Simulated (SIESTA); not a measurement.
# TiAl under changes of volume

One of the cells (16.065 Å³/atom); the others are scaled copies at fixed shape and fractional positions:

```
Ti Al
1.0
     3.20550    0.03504    0.04224
     0.03504    3.20125    0.04226
     0.04224    0.04226    3.13247
Ti Al
1 1
Cartesian
  0.0000 0.0000 0.0000
  1.6414 1.6393 1.6085
```

The cell comes from a database or a generator and needn't be the stable form of this composition.

| Quantity | Value |
| --- | --- |
| Program | SIESTA 5.4.2 |
| Functional | PBE |
| Potentials or basis | Ansatz (PBE files) |
| Basis | DZP (energy shift 0.002 Ry; radii capped at 9.5 bohr) |
| Grid cutoff | 800 Ry |
| Energy shift | 0.002 Ry |
| k mesh | 8 × 8 × 8 |
| Occupations | fermi-dirac, width 0.05 eV |
| Spin | no spin polarisation |

```csv
volume (Å³/atom),energy over the lowest point (meV/atom),pressure (GPa)
15.101,31.49,9.5
15.422,15.41,6.7
15.743,?,?
16.065,0.31,1.4
16.386,0.00,-0.7
16.707,3.93,-3.0
17.028,12.03,-4.7
```

What does the run at 15.743 Å³/atom give?

Energy over the lowest point 5.61 meV/atom; pressure 3.9 GPa.

Worked out: A Birch-Murnaghan fit of order 3 (a polynomial in V^(-2/3)) to the other rows has its minimum at 16.24 Å³/atom with B0 = V·E''(V) = 113 GPa and B' = 3.9 at fixed shape and positions, which overstates the stiffness. It gives 5.25 meV/atom at 15.743 Å³/atom, against the run's 5.61, and -dE/dV = 3.8 GPa, against 3.9.

Energies are extrapolated to zero smearing.

Caveats: semicore shells carry a single zeta, which can move pressures by several GPa and volumes by a few percent; the basis of atomic orbitals isn't converged, which shifts pressures, moduli and gaps.
